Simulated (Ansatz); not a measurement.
**1T-MgI2 bilayer (AA) in a perpendicular field**

Aim: how the 1T-MgI2 bilayer (AA) screens a field along its normal, and what the field does to its bands. A positive field points along +c.

Calculated with Ansatz 0.2.0; plane-wave DFT, PBE-D3(BJ), Ansatz PAW.

## 1. Set-up

The cell holds 6 atoms: 4 I and 2 Mg. Cell: a = 4.200 Å, b = 4.200 Å, c = 47.984 Å, α = 90.0°, β = 90.0°, γ = 120.0°. Regions: layer 1: 1T-MgI2, 3 atoms (2 I and 1 Mg); layer 2: 1T-MgI2, 3 atoms (2 I and 1 Mg). Vacuum lies along c.

Coordinates:

```cif
data_structure
_symmetry_space_group_name_H-M 'P 1'
_symmetry_Int_Tables_number 1
_cell_length_a 4.2000
_cell_length_b 4.2000
_cell_length_c 47.9842
_cell_angle_alpha 90.000
_cell_angle_beta 90.000
_cell_angle_gamma 120.000
_cell_volume 733.04
loop_
_atom_site_label
_atom_site_type_symbol
_atom_site_fract_x
_atom_site_fract_y
_atom_site_fract_z
_atom_site_occupancy
I1 I 0.66667 0.33333 0.41159 1
Mg2 Mg 0.00000 0.00000 0.43860 1
I3 I 0.33333 0.66667 0.46561 1
I4 I 0.66667 0.33333 0.53439 1
Mg5 Mg 0.00000 0.00000 0.56140 1
I6 I 0.33333 0.66667 0.58841 1
```

## 2. Relaxation

The starting cell is a guess, so the in-plane lattice and the atoms are relaxed first, with the slab cut off from its images along the normal.

File input.yaml:

```yaml
crystal:
  lattice:
    - [4.2, 0.0, 0.0]
    - [-2.1, 3.6373066959, 0.0]
    - [0.0, 0.0, 47.9842071707]
  atoms:
    - { symbol: I, position: [0.6666666667, 0.3333333333, 0.4115937548] }
    - { symbol: Mg, position: [0.0, 0.0, 0.4386037206] }
    - { symbol: I, position: [0.3333333333, 0.6666666667, 0.4656136863] }
    - { symbol: I, position: [0.6666666667, 0.3333333333, 0.5343863137] }
    - { symbol: Mg, position: [0.0, 0.0, 0.5613962794] }
    - { symbol: I, position: [0.3333333333, 0.6666666667, 0.5884062452] }
  periodic: [true, true, false]
kpoints:
  mp_grid: { grid: [12, 12, 1] }
hamiltonian:
  xc: pbe
  dispersion: d3bj
scf:
  occupations: { method: fermi_dirac, width: 0.05 }
  convergence: { dr2_threshold: 1.0e-09 }
relax:
  f_tol: 0.004
  max_steps: 90
  cell: {}
output:
  write_potential: true
  write_density: true
  volumetric_format: npy
```

Started as:

```
> ansatz run input.yaml --threads 4 --pin off --max-ram 8192MiB --backend cpu --events-out ev --progress --plain --runs-dir out
```

Numbers of over 12 decimals in the logs are rounded to 6 here.

Output:

```text
Warning: relax.cell: scf.convergence.dr2_threshold = 1e-9 eV is looser than the 1.75610142597e-10 eV advised for a relaxation that steers and ends on the stress (1e-10 eV for each atom of the cell: 6, times the square of relax.cell.stress_2d_tol = 0.05 N/m over 18.5 Å (the atoms' height at the walk's start and 5 Å past either face), 2.705e-2 GPa, over a crystal's default 0.05). What an SCF threshold leaves in a stress goes as its square root, and in the free energy as the threshold itself, and one threshold admits the most on a small cell: [figures from the program's tests cut] Set scf.convergence.dr2_threshold to 1.75610142597e-10 eV or tighter. [rest of the remark cut]
Engine: ansatz 0.2.0, x86_64-unknown-linux-gnu
Pseudopotentials: kind: paw
Pseudopotential: I, paw, valence charge 17, recommended cutoff 420 eV (normal), I.paw.azcp
Pseudopotential: Mg, paw, valence charge 10, recommended cutoff 420 eV (normal), Mg.paw.azcp
Functional definition: PBE
  parameter kappa = 0.804
  parameter beta = 0.066725
  exchange = pbe_x(kappa = kappa, mu = beta*pi^2/3)
  correlation = pbe_c(beta = beta)
Crystal: 6 atoms, lattice volume = 733.040 Å³
Basis set: ecut = 420 eV, 14087 PW (Γ), exchange–correlation on 60×60×648 points (8 copies of the dense FFT grid, shifted against one another)
Bands: 53, of which v1, the nominal top of the filled ones, is band 44 counted from 1 (43 counted from 0)
Symmetry: 12 space group operations
Space group: P-3m1 (ITA 164), of the structure as read, at distance tolerance 9.0e-5 Å
k-points: 19 of 144
Non-local potential: I, projectors of the file, l = 0: 2, l = 1: 2, l = 2: 2, l = 3: 2
Non-local potential: Mg, projectors of the file, l = 0: 3, l = 1: 2, l = 2: 1
PAW form: soft (Blöchl's): semilocal exchange-correlation on the pseudo side does not see the compensation charge
PAW one-centre angular grid: I, 590 points (default); XC on 64 Gauss nodes
PAW one-centre angular grid: Mg, 110 points (default); XC on 64 Gauss nodes
Initial density: superposition of atomic densities (neutral atoms: chi_scale 0, normalization atom), corrected by the library's trained network
Initial wavefunctions: pseudopotential atomic-orbital guess
Functional: x = pbe(κ = 0.804, μ = 0.219515), c = pbe(β = 0.066725)
SCF iter   1: F=—  HF=-33905.656906 eV  |F-HF|=—  |Δ(HF+E_count)|=         —  Δρ=4.09e-4  dr2=2.89e-3  ethr=1.77e-3  ⟨swp⟩=22.1  Hψ=7499  notcnv=0  defer=14
preconditioner: auto → Resta (q_TF=auto, 1.916 Å⁻¹)  ε∞=1.6  [insulator: Δε(μ)=3.032 eV  Ē_g=10.430 eV  σ=0.050 eV  W_gap=1.00  n_scr=106 (ndim 8)  ℏωp=7.8 eV  f_vac=0.744  D(μ)=0.00/eV (n_scr^D=0)  ε∞_Penn≈1.6  vacuum switching on, ρ_ref=7.9e-3 e/Å³]
SCF iter   2: F=—  HF=-33905.653554 eV  |F-HF|=—  |Δ(HF+E_count)|=   3.35e-3  Δρ=2.03e-4  dr2=4.54e-4  ethr=3.28e-6  ⟨swp⟩=4.0  Hψ=2622  notcnv=0  defer=63
SCF iter   3: F=—  HF=-33905.654084 eV  |F-HF|=—  |Δ(HF+E_count)|=   5.29e-4  Δρ=8.33e-5  dr2=7.65e-5  ethr=5.16e-7  ⟨swp⟩=3.4  Hψ=1810  notcnv=0  defer=63
SCF iter   4: F=—  HF=-33905.654304 eV  |F-HF|=—  |Δ(HF+E_count)|=   2.20e-4  Δρ=2.21e-5  dr2=9.32e-6  ethr=8.70e-8  ⟨swp⟩=3.6  Hψ=1952  notcnv=0  defer=63
SCF iter   5: F=—  HF=-33905.654306 eV  |F-HF|=—  |Δ(HF+E_count)|=   2.26e-6  Δρ=8.49e-6  dr2=2.41e-6  ethr=1.06e-8  ⟨swp⟩=3.8  Hψ=2278  notcnv=0  defer=63
SCF iter   6: F=—  HF=-33905.654195 eV  |F-HF|=—  |Δ(HF+E_count)|=   1.11e-4  Δρ=3.27e-6  dr2=7.84e-8  ethr=2.74e-9  ⟨swp⟩=2.9  Hψ=1304  notcnv=0  defer=63
SCF iter   7: F=—  HF=-33905.654195 eV  |F-HF|=—  |Δ(HF+E_count)|=   7.80e-7  Δρ=8.96e-7  dr2=6.13e-9  ethr=8.91e-11  ⟨swp⟩=3.2  Hψ=1677  notcnv=0  defer=63
SCF iter   8: F=-33905.654195 eV  HF=-33905.654195 eV  |F-HF|=5.82e-9  |Δ(HF+E_count)|=   1.34e-7  Δρ=1.67e-7  dr2=2.04e-10  ethr=1.14e-12  ⟨swp⟩=12.3  Hψ=6929  notcnv=0
SCF 1 converged in 8 iterations: F = -33905.654195 eV  dr2 = 2.04e-10
  greatest PAW one-centre occupation: 1.000 electrons in one spin orbital (limit 2), on the Mg atom at site 4 (counted from 0), in its partial waves of l = 0
relax step   1: F+E_penalty+E_count = -33905.65419549 eV  Δ(F+E_penalty+E_count) = +0.000e0 eV  max|allowed force component| = 2.320e0 eV/Å  Δτ_max = 0.0000 Å  P = +8.289 N/m  Ω = 733.040 Å³  fix = [c, alpha, beta]  reactions: c +0.000 N/m  (8 SCF iters, accepted)
Crystal: 6 atoms, lattice volume = 741.713 Å³
Basis set: ecut = 420 eV, 14459 PW (Γ), exchange–correlation on 60×60×648 points (8 copies of the dense FFT grid, shifted against one another)
Initial density: handed on by an earlier stage of this run
Initial wavefunctions: those handed on with the density
iter 1 solved again at ethr=7.82e-5 eV; its pass at ethr=3.10e-3 eV (dr2=6.88e-2 eV) is discarded
SCF iter   1: F=—  HF=-33906.836203 eV  |F-HF|=—  |Δ(HF+E_count)|=         —  Δρ=2.74e-3  dr2=6.44e-2  ethr=7.82e-5  ⟨swp⟩=5.4  Hψ=7312  notcnv=0  defer=1
preconditioner: auto → Resta (q_TF=auto, 1.912 Å⁻¹)  ε∞=1.6  [insulator: Δε(μ)=3.279 eV  Ē_g=10.184 eV  σ=0.050 eV  W_gap=1.00  n_scr=106 (ndim 8)  ℏωp=7.7 eV  f_vac=0.736  D(μ)=0.00/eV (n_scr^D=0)  ε∞_Penn≈1.6  vacuum switching on, ρ_ref=7.5e-3 e/Å³]
SCF iter   2: F=—  HF=-33906.825163 eV  |F-HF|=—  |Δ(HF+E_count)|=   1.10e-2  Δρ=1.39e-3  dr2=9.62e-3  ethr=7.32e-5  ⟨swp⟩=4.9  Hψ=1721  notcnv=0  defer=6
SCF iter   3: F=—  HF=-33906.824709 eV  |F-HF|=—  |Δ(HF+E_count)|=   4.55e-4  Δρ=6.07e-4  dr2=2.35e-3  ethr=1.09e-5  ⟨swp⟩=3.8  Hψ=2180  notcnv=0  defer=8
SCF iter   4: F=—  HF=-33906.825043 eV  |F-HF|=—  |Δ(HF+E_count)|=   3.35e-4  Δρ=1.43e-4  dr2=7.04e-4  ethr=2.67e-6  ⟨swp⟩=3.4  Hψ=1751  notcnv=0  defer=9
SCF iter   5: F=—  HF=-33906.824939 eV  |F-HF|=—  |Δ(HF+E_count)|=   1.04e-4  Δρ=5.12e-5  dr2=3.31e-5  ethr=8.00e-7  ⟨swp⟩=3.2  Hψ=1451  notcnv=0  defer=9
SCF iter   6: F=—  HF=-33906.824944 eV  |F-HF|=—  |Δ(HF+E_count)|=   4.73e-6  Δρ=1.52e-5  dr2=1.14e-6  ethr=3.77e-8  ⟨swp⟩=3.0  Hψ=1562  notcnv=0  defer=10
SCF iter   7: F=—  HF=-33906.824833 eV  |F-HF|=—  |Δ(HF+E_count)|=   1.11e-4  Δρ=2.72e-6  dr2=4.64e-8  ethr=1.30e-9  ⟨swp⟩=3.6  Hψ=1886  notcnv=0  defer=15
SCF iter   8: F=—  HF=-33906.824834 eV  |F-HF|=—  |Δ(HF+E_count)|=   6.83e-8  Δρ=6.51e-7  dr2=2.39e-9  ethr=5.28e-11  ⟨swp⟩=3.7  Hψ=2031  notcnv=0  defer=15
SCF iter   9: F=-33906.824834 eV  HF=-33906.824834 eV  |F-HF|=9.46e-11  |Δ(HF+E_count)|=   5.89e-9  Δρ=1.05e-7  dr2=1.31e-10  ethr=1.14e-12  ⟨swp⟩=11.4  Hψ=6335  notcnv=0
SCF 2 converged in 9 iterations: F = -33906.824834 eV  dr2 = 1.31e-10
[...]
SCF iter   6: F=—  HF=-33907.052859 eV  |F-HF|=—  |Δ(HF+E_count)|=   4.51e-5  Δρ=1.38e-5  dr2=7.29e-7  ethr=1.68e-8  ⟨swp⟩=3.0  Hψ=1515  notcnv=0  defer=2
SCF iter   7: F=—  HF=-33907.052745 eV  |F-HF|=—  |Δ(HF+E_count)|=   1.14e-4  Δρ=2.04e-6  dr2=2.53e-8  ethr=8.29e-10  ⟨swp⟩=3.8  Hψ=2142  notcnv=0  defer=2
SCF iter   8: F=—  HF=-33907.052745 eV  |F-HF|=—  |Δ(HF+E_count)|=   2.99e-8  Δρ=5.06e-7  dr2=1.49e-9  ethr=2.87e-11  ⟨swp⟩=3.7  Hψ=2036  notcnv=0  defer=2
SCF iter   9: F=-33907.052745 eV  HF=-33907.052745 eV  |F-HF|=1.16e-10  |Δ(HF+E_count)|=   3.99e-9  Δρ=1.20e-7  dr2=1.11e-10  ethr=1.14e-12  ⟨swp⟩=10.7  Hψ=5887  notcnv=0
SCF 3 converged in 9 iterations: F = -33907.052745 eV  dr2 = 1.11e-10
relax step   3: F+E_penalty+E_count = -33907.05274541 eV  Δ(F+E_penalty+E_count) = -2.279e-1 eV  max|allowed force component| = 3.579e-1 eV/Å  Δτ_max = 0.1940 Å  P = -0.154 N/m  Ω = 741.437 Å³  energy of the carried Pulay correction = -2.046e-4 eV  fix = [c, alpha, beta]  reactions: c -0.000 N/m  (9 SCF iters, accepted)
[...]
relax step   4: F+E_penalty+E_count = -33907.15723053 eV  Δ(F+E_penalty+E_count) = -1.045e-1 eV  max|allowed force component| = 1.411e-1 eV/Å  Δτ_max = 0.2000 Å  P = -0.697 N/m  Ω = 733.622 Å³  energy of the carried Pulay correction = -1.426e-5 eV  fix = [c, alpha, beta]  reactions: c -0.000 N/m  (9 SCF iters, accepted)
[...]
relax step   5: F+E_penalty+E_count = -33907.20124241 eV  Δ(F+E_penalty+E_count) = -4.401e-2 eV  max|allowed force component| = 8.790e-2 eV/Å  Δτ_max = 0.1912 Å  P = -0.667 N/m  Ω = 718.452 Å³  energy of the carried Pulay correction = +3.612e-4 eV  fix = [c, alpha, beta]  reactions: c -0.000 N/m  (9 SCF iters, accepted)
[...]
relax step   6: F+E_penalty+E_count = -33907.20855639 eV  Δ(F+E_penalty+E_count) = -7.314e-3 eV  max|allowed force component| = 7.962e-2 eV/Å  Δτ_max = 0.0928 Å  P = +0.309 N/m  Ω = 706.347 Å³  energy of the carried Pulay correction = +6.664e-4 eV  fix = [c, alpha, beta]  reactions: c +0.000 N/m  (8 SCF iters, accepted)
[...]
relax step   7: F+E_penalty+E_count = -33907.21054953 eV  Δ(F+E_penalty+E_count) = -1.993e-3 eV  max|allowed force component| = 1.479e-3 eV/Å  Δτ_max = 0.0124 Å  P = +0.007 N/m  Ω = 707.969 Å³  energy of the carried Pulay correction = +6.252e-4 eV  fix = [c, alpha, beta]  reactions: c +0.000 N/m  (7 SCF iters, accepted)
Initial wavefunctions: pseudopotential atomic-orbital guess (no wavefunctions were taken with the density)
iter 1 solved again at ethr=3.16e-7 eV; its pass at ethr=3.10e-3 eV (dr2=2.78e-4 eV) is discarded
SCF iter   1: F=—  HF=-33907.209751 eV  |F-HF|=—  |Δ(HF+E_count)|=         —  Δρ=1.17e-5  dr2=1.87e-7  ethr=3.16e-7  ⟨swp⟩=6.3  Hψ=10504  notcnv=0  defer=2
eigensolver tolerance schedule: the retry pair's looser diagonalisation over-reported the residual by 1484.10 of it (diagonalisation noise at 0.18 of the residual, at the tolerance the schedule requests for it); recorded, not acted on — ethr = c·dr2/N_el stays at c = 1.0e-1
preconditioner: auto → Resta (q_TF=auto, 1.927 Å⁻¹)  ε∞=1.6  [insulator: Δε(μ)=3.597 eV  Ē_g=9.971 eV  σ=0.050 eV  W_gap=1.00  n_scr=106 (ndim 8)  ℏωp=7.9 eV  f_vac=0.709  D(μ)=0.00/eV (n_scr^D=0)  ε∞_Penn≈1.6  vacuum switching on, ρ_ref=7.2e-3 e/Å³]
SCF iter   2: F=—  HF=-33907.209911 eV  |F-HF|=—  |Δ(HF+E_count)|=   1.60e-4  Δρ=5.06e-6  dr2=3.63e-8  ethr=2.13e-10  ⟨swp⟩=4.3  Hψ=2909  notcnv=0
SCF iter   3: F=—  HF=-33907.209911 eV  |F-HF|=—  |Δ(HF+E_count)|=   5.40e-8  Δρ=1.45e-6  dr2=8.66e-9  ethr=4.12e-11  ⟨swp⟩=3.8  Hψ=2161  notcnv=0
SCF iter   4: F=—  HF=-33907.209911 eV  |F-HF|=—  |Δ(HF+E_count)|=   3.94e-9  Δρ=4.47e-7  dr2=2.13e-9  ethr=9.85e-12  ⟨swp⟩=2.8  Hψ=2114  notcnv=0
SCF iter   5: F=-33907.209911 eV  HF=-33907.209911 eV  |F-HF|=1.38e-10  |Δ(HF+E_count)|=  2.98e-10  Δρ=9.33e-8  dr2=1.63e-10  ethr=1.14e-12  ⟨swp⟩=22.2  Hψ=7228  notcnv=0
SCF 8 converged in 5 iterations: F = -33907.209911 eV  dr2 = 1.63e-10
relax step   8: F+E_penalty+E_count = -33907.20991085 eV  Δ(F+E_penalty+E_count) = +6.387e-4 eV  max|allowed force component| = 1.487e-3 eV/Å  Δτ_max = 0.0000 Å  P = +0.007 N/m  Ω = 707.969 Å³  fix = [c, alpha, beta]  reactions: c +0.000 N/m  stress off target by 7.35e-3 N/m on what of the cell is left free  SCF on the basis re-selected at this cell (its energy is not comparable with the rows above)  (5 SCF iters)
basis re-selected at this cell: Δ(F+E_penalty+E_count) = +6.387e-4 eV, ΔP = +0.001 N/m vs the last step (what re-selecting the basis moved, of the pressure what is left beyond the Pulay correction that the steps carried, after the strain that the cell walked since its last selection, with what the two solves' SCF thresholds leave and, on support functions, any second-order correction that the steps lacked; it is no m [...]
SCF converged after 5 iterations
Free energy (F): -33907.209911 eV
Harris-Foulkes:  -33907.209911 eV  (|F-HF|=1.38e-10)
Internal energy: -33907.209911 eV  (E = F + TS)
E sigma→0 (E₀):  -33907.209911 eV
Fermi energy:    -4.507250 eV
--- Per-component energies (eV) ---
  E_band       = -3232.840317
  E_kinetic    = 908.133742
  E_local      = -375283.977098  (includes V_loc(G=0)·N_el)
  E_nonlocal   = -171.221855
  E_hartree    = 186815.701663
  E_xc         = -570.578419
  E_vxc        = -589.698998  (∫ρ·V_xc dr)
  E_paw        = -19852.574784  (= ΣΔE_a)
  E_vpaw       = -1727.474568  (= ΣTr[D̂ρ^β])
  E_aug_tail   = -0.000061  (compensation charges beyond the density's cutoff)
  E_ewald      = 174248.947753
  E_disp       = -1.640853  (pairwise vdW)
  E_smearing   = -0.000000  (= −TS)
  E_closure    = 0.000000  (closes the sum)
  Σ components = -33907.209911   (vs F -33907.209911, Δ=0.00e0)
--- Forces (eV/Å), atoms counted from 1 ---
  atom   1  I      0.00000000    -0.00000000    -0.00142806
  atom   2  Mg    -0.00000000     0.00000000     0.00058564
  atom   3  I     -0.00000000     0.00000000     0.00148750
  atom   4  I      0.00000000    -0.00000000    -0.00148750
  atom   5  Mg     0.00000000    -0.00000000    -0.00058564
  atom   6  I     -0.00000000     0.00000000     0.00142806
  max |Σ_I F_I| component: 3.47e-18 eV/Å
--- 2D stress c σ (N/m, compression-positive) ---
        0.007349      -0.000000       0.000000
        0.000000       0.007349       0.000000
        0.000000       0.000000       0.000000
  P = ½ c Tr σ = 0.0073 N/m
--- Band table (eV; the first three rows and the last of 19) ---
  k-point 0: bands = [... 40 lower, -6.3756, -6.3756, -6.3268, -6.3268, -2.3715, -1.8837 (-1.8837°), -1.4106 (-1.4106°), -1.3739 (-1.3739°), ... 5 higher]
  k-point 1: bands = [... 40 lower, -6.5832, -6.5100, -6.3987, -6.3388, -2.0845, -1.6850 (-1.6850°), -1.1136 (-1.1136°), -1.0723 (-1.0723°), ... 5 higher]
  k-point 2: bands = [... 40 lower, -6.8898, -6.6060, -6.4861, -6.4047, -1.6384 (-1.6384°), -1.4997 (-1.4997°), -0.8448 (-0.8448°), -0.7051 (-0.7051°), ... 5 higher]
  k-point 18: bands = [... 40 lower, -7.3534, -7.3534, -6.9976, -6.9976, -2.1806, -1.6964, -0.2679, -0.2679, ... 5 higher]
  ° read free of the cell's end (the report's vacuum.weakly_bound_levels)
--- Relaxed structure (7 steps of the walk, 7 accepted, 1 SCFs on fresh bases) ---
  F+E_penalty+E_count = -33907.20991085 eV   max|allowed force component| = 1.487e-3 eV/Å   (the final SCF, on the basis selected at the relaxed cell)
  cell:  # Å, volume = 707.9686 Å³
    - [4.127552, 0, 0]
    - [-2.063776, 3.574565, 0]
    - [0, 0, 47.9842071707]
  atoms:
    - { symbol: I, position: [0.666667, 0.333333, 0.393583] }
    - { symbol: Mg, position: [-1.2652518167330963e-17, 0, 0.428629] }
    - { symbol: I, position: [0.333333, 0.666667, 0.463600] }
    - { symbol: I, position: [0.666667, 0.333333, 0.536400] }
    - { symbol: Mg, position: [1.2652518167330963e-17, 0, 0.571371] }
    - { symbol: I, position: [0.333333, 0.666667, 0.606417] }
```

Elapsed: 2.1 min, on 4 threads of Intel Xeon at 2.70GHz, shared host; peak memory 1.6 GiB.

Step by step:

| step | energy less that of the first step (eV) | largest force component (eV/Å) | volume (Å³) |
| --- | --- | --- | --- |
| 1 | 0.0000 | 2.3198 | 733.04 |
| 2 | -1.1706 | 0.8638 | 741.71 |
| 3 | -1.3985 | 0.3579 | 741.44 |
| 4 | -1.5030 | 0.1411 | 733.62 |
| 5 | -1.5470 | 0.0879 | 718.45 |
| 6 | -1.5544 | 0.0796 | 706.35 |
| 7 | -1.5564 | 0.0015 | 707.97 |
| 8* | -1.5557 | 0.0015 | 707.97 |

Relaxation steps marked * repeat the geometry before them on a plane-wave basis chosen anew for their cell, so energy and pressure can jump there.

Forces are held to the 12 operations that the run works with; a distortion that breaks them can't arise in this run.

| cell as run | before | after | change |
| --- | --- | --- | --- |
| a (Å) | 4.200 | 4.128 | -1.7 % |
| b (Å) | 4.200 | 4.128 | -1.7 % |

The atoms that moved most (Å, along periodic axes as changes of fractional coordinates times the final cell, across vacuum about the mean position):

| atom | dx | dy | dz | length |
| --- | --- | --- | --- | --- |
| I6 | 0.000 | 0.000 | 0.864 | 0.864 |
| I1 | 0.000 | 0.000 | -0.864 | 0.864 |
| Mg5 | 0.000 | 0.000 | 0.479 | 0.479 |
| Mg2 | 0.000 | 0.000 | -0.479 | 0.479 |
| I3 | 0.000 | 0.000 | -0.097 | 0.097 |
| I4 | 0.000 | 0.000 | 0.097 | 0.097 |

The relaxed structure:

```xyz
6
Lattice="4.1276 0.0000 0.0000 -2.0638 3.5746 0.0000 0.0000 0.0000 47.9842" Properties=species:S:1:pos:R:3
I     2.0638    1.1915   18.8858
Mg    0.0000    0.0000   20.5674
I     0.0000    2.3830   22.2455
I     2.0638    1.1915   25.7387
Mg    0.0000    0.0000   27.4168
I     0.0000    2.3830   29.0984
```

Numbers from this step:

```yaml
gap_on_the_k_mesh: 3.597 eV
```

The lattice constant a goes from 4.200 to 4.128 Å.

(Continued in part 2 of 3.)

[Logs are printed without paths, hosts, clocks, repeated set-up lines and the standing remarks that a program may print on its own settings, such as how far it seeks lower states.]

[Hosts, paths, dates, database ids (printed as entryN), source tags and the programs' standing remarks are cut or masked in the printed files.]

[Maps of the electrostatic potential energy from Ansatz leave out the sawtooth potential of an applied field or a dipole correction, so their vacuum need not be flat; planar profiles and work functions include it.]
